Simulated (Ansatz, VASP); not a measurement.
**One calculation of Ag, two programs**

Contents of INCAR:

```
SYSTEM = Ag
PREC     = Accurate       ! precision mode
ENCUT    = 520            ! plane-wave cutoff, eV
EDIFF    = 1E-7           ! SCF threshold, eV
ISMEAR   = 0              ! smearing method
SIGMA    = 0.15           ! smearing width, eV
LREAL    = .False.        ! projectors in reciprocal space
LASPH    = .True.         ! aspherical terms in the spheres
NELM     = 80             ! most SCF steps
ALGO     = Normal         ! electronic algorithm
ISIF     = 2              ! what is computed and relaxed
LWAVE    = .False.        ! write WAVECAR
LCHARG   = .True.         ! write CHGCAR
GGA      = PS             ! functional
LELF     = .True.         ! ELF
LVHAR    = .True.       
NBANDS   = 12             ! bands
```

KPOINTS

```
Automatic mesh
0
Gamma
  20 20 20
  0 0 0
```

POSCAR

```
Ag
1.0
    0.0000000000      2.0431000000      2.0737465000
    2.0431000000      0.0000000000      2.0737465000
    2.0431000000      2.0431000000      0.0000000000
Ag
1
Direct
    0.0000000000      0.0000000000      0.0000000000
```

Input for Ansatz:

```yaml
crystal:
  lattice:
    - [0.0, 2.0431, 2.0737465]
    - [2.0431, 0.0, 2.0737465]
    - [2.0431, 2.0431, 0.0]
  atoms:
    - { symbol: Ag, position: [0.0, 0.0, 0.0] }
basis:
  ecutwfc: 420
kpoints:
  mp_grid: { grid: [20, 20, 20] }
hamiltonian:
  xc: pbesol
scf:
  occupations: { method: gaussian, width: 0.15 }
output:
  forces: true
  stress: true
  eigenvalues: true
  write_density: true
  write_potential: true
  elf: true
  volumetric_format: npy
```

Change from the starting cell: strain +0.000 along x and y, +0.015 along z, atoms carried along.

Alike in both runs: task single point; functional PBEsol; k mesh 20 × 20 × 20; occupations gaussian, width 0.15 eV; no spin polarisation.

|  | VASP | Ansatz |
| --- | --- | --- |
| version | VASP 6.6.1 | Ansatz 0.2.0 |
| potentials or method | VASP PAW PBE potentials, release 64 (Ag) | scalar-relativistic, plane waves, PAW |
| plane-wave cutoff (eV) | 520 | 420 |
| valence electrons in the cell | 11 | 19 |

|  | VASP | Ansatz | Ansatz less VASP |
| --- | --- | --- | --- |
| gap on the k mesh at the Fermi level (eV) | none | none | - |
| pressure (GPa) | -4.3 | -4.1 | +0.17 |
| largest component of the traceless stress (GPa) | 0.39 | 0.39 | +0.003 |

A gap of «none» marks a metal or a gap that the smearing closes. The functional is the same, so the differences come from potentials, cutoffs and numerics. The two sets of potentials don't hold the same shells in valence.

Caveats: the PAW data sets were made with another functional, which shifts forces and pressure a little (VASP).
